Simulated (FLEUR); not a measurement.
# Si (Fd-3m) in FLEUR: further runs

Runs on Si. Level: SCAN. Tasks: band structure, equation of state.

Everything below comes from runs of FLEUR MaX-R8.1 (later development tree). Logs are shortened: lines on timing, memory, paths and dates and some standing lists are left out, and cuts for length are marked.

## 1. The structure

The structure is cubic, space group Fd-3m (No. 227). The conventional cell has a = 5.444 Å, b = 5.444 Å, c = 5.444 Å, α = 90.00°, β = 90.00°, γ = 90.00°. Around Si (site symmetry -43m) lie 4 Si at 2.36 Å.

## 2. Band structure, SCAN

Input file inp.xml:

```xml
<?xml version="1.0" encoding="UTF-8" standalone="no"?>
<fleurInput fleurInputVersion="0.39">
   <comment>
      Si                                                                                                  
   </comment>
   <calculationSetup>
      <cutoffs Kmax="4.76" Gmax="14.7" GmaxXC="14.7" numbands="0"/>
      <scfLoop itmax="80" minDistance="0.0001" maxIterBroyd="30" imix="Anderson" alpha="0.05" precondParam="0.0" spinf="2.0" sdNocoIR="T"/>
      <coreElectrons ctail="F" frcor="F" kcrel="0" coretail_lmax="0"/>
      <xcFunctional name="LibXC" relativisticCorrections="F">
         <LibXCName exchange="mgga_x_scan" correlation="mgga_c_scan"/>
         <AuxGGA exchange="117" correlation="130"/>
      </xcFunctional>
      <magnetism jspins="1"/>
      <soc l_soc="F" theta="0.0" phi="0.0" spav="F"/>
      <expertModes spex="0" secvar="F"/>
      <geometryOptimization l_f="F" forcealpha="1.0" forcemix="BFGS" epsdisp="0.00001" epsforce="0.00001"/>
      <ldaU l_linMix="F" mixParam="0.05" spinf="1.0"/>
   </calculationSetup>
   <cell>
      <bzIntegration valenceElectrons="24.0" mode="hist" fermiSmearingEnergy="0.00183747">
         <kPointListSelection listName="default-1"/>
         <!-- k-points included here -->
         <xi:include xmlns:xi="http://www.w3.org/2001/XInclude" href="kpts.xml"> </xi:include>
      </bzIntegration>
      <!-- symmetry operations included here -->
      <xi:include xmlns:xi="http://www.w3.org/2001/XInclude" href="sym.xml"> </xi:include>
      <bulkLattice scale="1.0">
         <bravaisMatrix>
            <row-1>    0.0000000000000000     5.1435532944025564     5.1435532944025564</row-1>
            <row-2>    5.1435532944025564     0.0000000000000000     5.1435532944025564</row-2>
            <row-3>    5.1435532944025564     5.1435532944025564     0.0000000000000000</row-3>
         </bravaisMatrix>
      </bulkLattice>
   </cell>
   <atomSpecies>
      <species name="Silicon (Si)" element="Si" atomicNumber="14">
         <mtSphere radius="2.06" gridPoints="681" logIncrement="0.017"/>
         <atomicCutoffs lmax="8" lnonsphr="8"/>
         <electronConfig flipSpins="F">
            <coreConfig>(1s1/2)</coreConfig>
            <valenceConfig>(2s1/2) (2p1/2) (2p3/2) (3s1/2) (3p1/2) (3p3/2)</valenceConfig>
            <stateOccupation state="(3p1/2)" spinUp="0.333333" spinDown="0.333333"/>
            <stateOccupation state="(3p3/2)" spinUp="0.666667" spinDown="0.666667"/>
         </electronConfig>
         <energyParameters s="3" p="3" d="3" f="4"/>
         <lo type="SCLO" l="0" n="2" eDeriv="0"/>
         <lo type="SCLO" l="1" n="2" eDeriv="0"/>
         <lo type="SCLO" l="2" n="3" eDeriv="2"/>
         <lo type="SCLO" l="3" n="4" eDeriv="2"/>
      </species>
   </atomSpecies>
   <atomGroups>
      <atomGroup species="Silicon (Si)">
         <relPos label="                   1">3.000/8.000 3.000/8.000 3.000/8.000</relPos>
         <relPos label="                   2">-3.000/8.000 -3.000/8.000 -3.000/8.000</relPos>
         <force calculate="T" relaxXYZ="TTT"/>
      </atomGroup>
   </atomGroups>
   <output dos="F" band="F" slice="F">
      <checks vchk="F" cdinf="F"/>
      <bandDOS minEnergy="-.5*Htr" maxEnergy="0.5*Htr" sigma="0.015" storeEVData="T"/>
      <vacuumDOS vacdos="F" integ="F" star="F" nstars="0" locx1="0.0" locy1="0.0" locx2="0.0" locy2="0.0" nstm="0" tworkf="0.0"/>
      <unfoldingBand unfoldBand="F" supercellX="1" supercellY="1" supercellZ="1"/>
      <plotting iplot="0" polar="F">
         <plot TwoD="T" vec1="  1.0  0.0  0.0" vec2="  0.0  1.0  0.0" vec3="  0.0  0.0  1.0" zero="  0.0  0.0  0.0" file="plot"/>
      </plotting>
      <chargeDensitySlicing numkpt="0" minEigenval="0.0" maxEigenval="0.0" nnne="0" pallst="F"/>
      <specialOutput eonly="F"/>
      <moessbauerParams electricFieldGradient="T" isomerShift="T" coreHyperfine="T" valenceHyperfine="T"/>
      <magneticCircularDichroism mcd="F" energyLo="-10.0" energyUp="0.0"/>
   </output>
  <!-- We include the file relax.xml here to enable relaxations (see documentation) -->
  <xi:include xmlns:xi="http://www.w3.org/2001/XInclude" href="relax.xml"> <xi:fallback/> </xi:include>
</fleurInput>
```

Input file crystal.txt:

```
Si
&input cartesian=F /
0.0000000000  2.7218511865  2.7218511865
2.7218511865  0.0000000000  2.7218511865
2.7218511865  2.7218511865  0.0000000000
1.8897261246
1.0 1.0 1.0

2
14 0.5000000000  0.5000000000  0.5000000000
14 0.7500000000  0.7500000000  0.7500000000

&kpt div1=8 div2=8 div3=8 gamma=T /
```

Input file inp.xml (bands):

```
<?xml version="1.0" encoding="UTF-8" standalone="no"?>
<fleurInput fleurInputVersion="0.39">
   <comment>
      Si                                                                                                  
   </comment>
   <calculationSetup>
      <cutoffs Kmax="4.76" Gmax="14.7" GmaxXC="14.7" numbands="0"/>
      <scfLoop itmax="80" minDistance="0.0001" maxIterBroyd="30" imix="Anderson" alpha="0.05" precondParam="0.0" spinf="2.0" sdNocoIR="T"/>
      <coreElectrons ctail="F" frcor="F" kcrel="0" coretail_lmax="0"/>
      <xcFunctional name="LibXC" relativisticCorrections="F">
         <LibXCName exchange="mgga_x_scan" correlation="mgga_c_scan"/>
         <AuxGGA exchange="117" correlation="130"/>
      </xcFunctional>
      <magnetism jspins="1"/>
      <soc l_soc="F" theta="0.0" phi="0.0" spav="F"/>
      <expertModes spex="0" secvar="F"/>
      <geometryOptimization l_f="F" forcealpha="1.0" forcemix="BFGS" epsdisp="0.00001" epsforce="0.00001"/>
      <ldaU l_linMix="F" mixParam="0.05" spinf="1.0"/>
   </calculationSetup>
   <cell>
      <bzIntegration valenceElectrons="24.0" mode="hist" fermiSmearingEnergy="0.00183747">
         <kPointListSelection listName="path-1"/>
         <!-- k-points included here -->
         <xi:include xmlns:xi="http://www.w3.org/2001/XInclude" href="kpts.xml"> </xi:include>
      </bzIntegration>
      <!-- symmetry operations included here -->
      <xi:include xmlns:xi="http://www.w3.org/2001/XInclude" href="sym.xml"> </xi:include>
      <bulkLattice scale="1.0">
         <bravaisMatrix>
            <row-1>    0.0000000000000000     5.1435532944025564     5.1435532944025564</row-1>
            <row-2>    5.1435532944025564     0.0000000000000000     5.1435532944025564</row-2>
            <row-3>    5.1435532944025564     5.1435532944025564     0.0000000000000000</row-3>
         </bravaisMatrix>
      </bulkLattice>
   </cell>
   <atomSpecies>
      <species name="Silicon (Si)" element="Si" atomicNumber="14">
         <mtSphere radius="2.06" gridPoints="681" logIncrement="0.017"/>
         <atomicCutoffs lmax="8" lnonsphr="8"/>
         <electronConfig flipSpins="F">
            <coreConfig>(1s1/2)</coreConfig>
            <valenceConfig>(2s1/2) (2p1/2) (2p3/2) (3s1/2) (3p1/2) (3p3/2)</valenceConfig>
            <stateOccupation state="(3p1/2)" spinUp="0.333333" spinDown="0.333333"/>
            <stateOccupation state="(3p3/2)" spinUp="0.666667" spinDown="0.666667"/>
         </electronConfig>
         <energyParameters s="3" p="3" d="3" f="4"/>
         <lo type="SCLO" l="0" n="2" eDeriv="0"/>
         <lo type="SCLO" l="1" n="2" eDeriv="0"/>
         <lo type="SCLO" l="2" n="3" eDeriv="2"/>
         <lo type="SCLO" l="3" n="4" eDeriv="2"/>
      </species>
   </atomSpecies>
   <atomGroups>
      <atomGroup species="Silicon (Si)">
         <relPos label="                   1">3.000/8.000 3.000/8.000 3.000/8.000</relPos>
         <relPos label="                   2">-3.000/8.000 -3.000/8.000 -3.000/8.000</relPos>
         <force calculate="T" relaxXYZ="TTT"/>
      </atomGroup>
   </atomGroups>
   <output dos="F" band="T" slice="F">
      <checks vchk="F" cdinf="F"/>
      <bandDOS minEnergy="-.5*Htr" maxEnergy="0.5*Htr" sigma="0.015" storeEVData="T"/>
      <vacuumDOS vacdos="F" integ="F" star="F" nstars="0" locx1="0.0" locy1="0.0" locx2="0.0" locy2="0.0" nstm="0" tworkf="0.0"/>
      <unfoldingBand unfoldBand="F" supercellX="1" supercellY="1" supercellZ="1"/>
      <plotting iplot="0" polar="F">
         <plot TwoD="T" vec1="  1.0  0.0  0.0" vec2="  0.0  1.0  0.0" vec3="  0.0  0.0  1.0" zero="  0.0  0.0  0.0" file="plot"/>
      </plotting>
      <chargeDensitySlicing numkpt="0" minEigenval="0.0" maxEigenval="0.0" nnne="0" pallst="F"/>
      <specialOutput eonly="F"/>
      <moessbauerParams electricFieldGradient="T" isomerShift="T" coreHyperfine="T" valenceHyperfine="T"/>
      <magneticCircularDichroism mcd="F" energyLo="-10.0" energyUp="0.0"/>
   </output>
  <!-- We include the file relax.xml here to enable relaxations (see documentation) -->
  <xi:include xmlns:xi="http://www.w3.org/2001/XInclude" href="relax.xml"> <xi:fallback/> </xi:include>
</fleurInput>
```

Potentials or basis: all-electron, FLAPW.

Run with:

```sh
inpgen -f crystal.txt -profile fastHighL
# inp.xml edited to the form shown
fleur_MPI
fleur_MPI   # second run, on inp.xml (bands)
```

Log:

```text
Welcome to FLEUR        (www.flapw.de)
      MaX-Release 8.1          (www.max-centre.eu)
 func_ids         267         263         267         263
 MetaGGA potential functional detected - V_tau will be computed
 Auxiliary Potential for radial basis: exchange=         117  correlation=         130
The functional 'SCAN exchange of Sun, Ruzsinszky, and Perdew' is an exchange functional, it belongs to the 'MGGA' family and is defined in the reference(s):
[1] J. Sun, A. Ruzsinszky, and J. P. Perdew.,  Phys. Rev. Lett. 115, 036402 (2015)
The functional 'SCAN correlation of Sun, Ruzsinszky, and Perdew' is a correlation functional, it belongs to the 'MGGA' family and is defined in the reference(s):
[1] J. Sun, A. Ruzsinszky, and J. P. Perdew.,  Phys. Rev. Lett. 115, 036402 (2015)
 Using same functional for VXC and EXC

 ========== k-point set info ==========
 Selected k-point list: default-1
 k-point list type: mesh
 8 x 8 x 8
 Number of k points: 29

 ------------Calculation Setup---------------------------
 Number of MPI-tasks      :            1
 Number of PE/node        :            1
 Number of OMP-threads    :            1
 Most efficient MPI parallelization for:
           1          29
 Additional eigenvalue parallelization possible
 Number of basis functions:          587
 Approximate size of matrices (H+S) per k-point:         0.005 GB
 --------------------------------------------------------
The functional 'Hammer, Hansen, and Norskov' is an exchange functional, it belongs to the 'GGA' family and is defined in the reference(s):
[1] B. Hammer, L. B. Hansen, and J. K. Nørskov.,  Phys. Rev. B 59, 7413 (1999)
The functional 'Perdew, Burke & Ernzerhof' is a correlation functional, it belongs to the 'GGA' family and is defined in the reference(s):
[1] J. P. Perdew, K. Burke, and M. Ernzerhof.,  Phys. Rev. Lett. 77, 3865 (1996)
[2] J. P. Perdew, K. Burke, and M. Ernzerhof.,  Phys. Rev. Lett. 78, 1396 (1997)
 Using same functional for VXC and EXC
 Using auxiliary GGA potential for the first iteration of MetaGGA calculation.
 Reset of history
 Reset of history
 Iteration:     1   Distance:      12.98654957 me/bohr^3
The functional 'Hammer, Hansen, and Norskov' is an exchange functional, it belongs to the 'GGA' family and is defined in the reference(s):
[1] B. Hammer, L. B. Hansen, and J. K. Nørskov.,  Phys. Rev. B 59, 7413 (1999)
The functional 'Perdew, Burke & Ernzerhof' is a correlation functional, it belongs to the 'GGA' family and is defined in the reference(s):
[1] J. P. Perdew, K. Burke, and M. Ernzerhof.,  Phys. Rev. Lett. 77, 3865 (1996)
[2] J. P. Perdew, K. Burke, and M. Ernzerhof.,  Phys. Rev. Lett. 78, 1396 (1997)
 Using same functional for VXC and EXC
 Iteration:     2   Distance:      12.75356528 me/bohr^3
The functional 'Hammer, Hansen, and Norskov' is an exchange functional, it belongs to the 'GGA' family and is defined in the reference(s):
[1] B. Hammer, L. B. Hansen, and J. K. Nørskov.,  Phys. Rev. B 59, 7413 (1999)
The functional 'Perdew, Burke & Ernzerhof' is a correlation functional, it belongs to the 'GGA' family and is defined in the reference(s):
[1] J. P. Perdew, K. Burke, and M. Ernzerhof.,  Phys. Rev. Lett. 77, 3865 (1996)
[2] J. P. Perdew, K. Burke, and M. Ernzerhof.,  Phys. Rev. Lett. 78, 1396 (1997)
 Using same functional for VXC and EXC
 Iteration:     3   Distance:      12.06093453 me/bohr^3
The functional 'Hammer, Hansen, and Norskov' is an exchange functional, it belongs to the 'GGA' family and is defined in the reference(s):
[1] B. Hammer, L. B. Hansen, and J. K. Nørskov.,  Phys. Rev. B 59, 7413 (1999)
The functional 'Perdew, Burke & Ernzerhof' is a correlation functional, it belongs to the 'GGA' family and is defined in the reference(s):
[1] J. P. Perdew, K. Burke, and M. Ernzerhof.,  Phys. Rev. Lett. 77, 3865 (1996)
[2] J. P. Perdew, K. Burke, and M. Ernzerhof.,  Phys. Rev. Lett. 78, 1396 (1997)
 Using same functional for VXC and EXC
 Iteration:     4   Distance:       1.66623604 me/bohr^3
The functional 'Hammer, Hansen, and Norskov' is an exchange functional, it belongs to the 'GGA' family and is defined in the reference(s):
[1] B. Hammer, L. B. Hansen, and J. K. Nørskov.,  Phys. Rev. B 59, 7413 (1999)
The functional 'Perdew, Burke & Ernzerhof' is a correlation functional, it belongs to the 'GGA' family and is defined in the reference(s):
[1] J. P. Perdew, K. Burke, and M. Ernzerhof.,  Phys. Rev. Lett. 77, 3865 (1996)
[2] J. P. Perdew, K. Burke, and M. Ernzerhof.,  Phys. Rev. Lett. 78, 1396 (1997)
 Using same functional for VXC and EXC
 Iteration:     5   Distance:       1.42432496 me/bohr^3
The functional 'Hammer, Hansen, and Norskov' is an exchange functional, it belongs to the 'GGA' family and is defined in the reference(s):
[... 32 lines left out ...]
 Using same functional for VXC and EXC
 Iteration:    10   Distance:       0.00223293 me/bohr^3
The functional 'Hammer, Hansen, and Norskov' is an exchange functional, it belongs to the 'GGA' family and is defined in the reference(s):
[1] B. Hammer, L. B. Hansen, and J. K. Nørskov.,  Phys. Rev. B 59, 7413 (1999)
The functional 'Perdew, Burke & Ernzerhof' is a correlation functional, it belongs to the 'GGA' family and is defined in the reference(s):
[1] J. P. Perdew, K. Burke, and M. Ernzerhof.,  Phys. Rev. Lett. 77, 3865 (1996)
[2] J. P. Perdew, K. Burke, and M. Ernzerhof.,  Phys. Rev. Lett. 78, 1396 (1997)
 Using same functional for VXC and EXC
 Iteration:    11   Distance:       0.00116416 me/bohr^3
The functional 'Hammer, Hansen, and Norskov' is an exchange functional, it belongs to the 'GGA' family and is defined in the reference(s):
[1] B. Hammer, L. B. Hansen, and J. K. Nørskov.,  Phys. Rev. B 59, 7413 (1999)
The functional 'Perdew, Burke & Ernzerhof' is a correlation functional, it belongs to the 'GGA' family and is defined in the reference(s):
[1] J. P. Perdew, K. Burke, and M. Ernzerhof.,  Phys. Rev. Lett. 77, 3865 (1996)
[2] J. P. Perdew, K. Burke, and M. Ernzerhof.,  Phys. Rev. Lett. 78, 1396 (1997)
 Using same functional for VXC and EXC
 Iteration:    12   Distance:       0.00023414 me/bohr^3
The functional 'Hammer, Hansen, and Norskov' is an exchange functional, it belongs to the 'GGA' family and is defined in the reference(s):
[1] B. Hammer, L. B. Hansen, and J. K. Nørskov.,  Phys. Rev. B 59, 7413 (1999)
The functional 'Perdew, Burke & Ernzerhof' is a correlation functional, it belongs to the 'GGA' family and is defined in the reference(s):
[1] J. P. Perdew, K. Burke, and M. Ernzerhof.,  Phys. Rev. Lett. 77, 3865 (1996)
[2] J. P. Perdew, K. Burke, and M. Ernzerhof.,  Phys. Rev. Lett. 78, 1396 (1997)
 Using same functional for VXC and EXC
 Iteration:    13   Distance:       0.00003732 me/bohr^3

 ********************************************************************
 Run finished successfully
 Stop message:
   all done
 ********************************************************************
```

Run time: 1.7 min. Hardware: 1 thread of Intel Xeon at 2.50GHz (Skylake/Cascade Lake), shared host; peak memory 0.08 GiB.

Results:

```
Free energy                                           : -15793.2207 eV
Band gap on the k mesh                                : 0.87 eV, indirect (least direct gap 2.85 eV)
Band gap along the path                               : 0.84 eV, indirect (least direct gap 2.85 eV)
Valence electrons inside the program's atomic spheres : Si 9.91 (radii Si 2.06 bohr)
```

Levels at the corners of the path, in eV from the valence-band top:
```tsv
point	band 10	band 11	band 12	band 13	band 14	band 15
Γ	0.00	0.00	0.00	2.85	2.85	2.85
X	-8.04	-2.93	-2.93	0.98	0.98	10.86
W	-7.87	-3.92	-3.92	4.59	4.59	5.47
K	-7.43	-4.38	-2.49	1.49	4.48	8.02
Γ	0.00	0.00	0.00	2.85	2.85	2.85
L	-7.15	-1.23	-1.23	1.90	3.66	3.66
U	-7.43	-4.38	-2.49	1.49	4.48	8.02
W	-7.87	-3.92	-3.92	4.59	4.59	5.47
L	-7.15	-1.23	-1.23	1.90	3.66	3.66
K	-7.43	-4.38	-2.49	1.49	4.48	8.02
U	-7.43	-4.38	-2.49	1.49	4.48	8.02
X	-8.04	-2.93	-2.93	0.98	0.98	10.86
```

Core levels (eV from the Fermi level):
| atom | levels |
| --- | --- |
| 1 Si | 1s1/2 -1779.9 |
| 2 Si | 1s1/2 -1779.9 |

Caveat: the meta-GGA is that of a development version, with a GGA for the radial functions and cores and without core tails. SCAN opens gaps a little over a GGA but as a rule still falls short of measured ones.

(Continued in part 2 of 2.)
